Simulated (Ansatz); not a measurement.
Level of theory: DFT, PBE, plane waves (420 eV) with PAW, scalar-relativistic (Ansatz).

An element in the diamond structure gives this curve. The cell is scaled uniformly from the relaxed one, with fractional coordinates and shape fixed. Energies are extrapolated to zero smearing, pressures are those at the given smearing. Magnetic state: spin not included.

```json
{"V (Å³/atom)": "21.739", "E − E₀ (meV/atom)": "35.7", "P (GPa)": "4.61"}
{"V (Å³/atom)": "22.727", "E − E₀ (meV/atom)": "14.0", "P (GPa)": "2.66"}
{"V (Å³/atom)": "23.716", "E − E₀ (meV/atom)": "2.9", "P (GPa)": "1.16"}
{"V (Å³/atom)": "24.704", "E − E₀ (meV/atom)": "0.0", "P (GPa)": "-0.02"}
{"V (Å³/atom)": "25.692", "E − E₀ (meV/atom)": "3.4", "P (GPa)": "-0.93"}
{"V (Å³/atom)": "26.680", "E − E₀ (meV/atom)": "11.9", "P (GPa)": "-1.63"}
{"V (Å³/atom)": "27.668", "E − E₀ (meV/atom)": "24.0", "P (GPa)": "-2.14"}
```

Which element is it?
A. zinc
B. aluminium
C. iridium
D. titanium

A. Its fit is V₀ = 24.62 Å³/atom, B₀ = 26 GPa, B₀′ = 5.3.
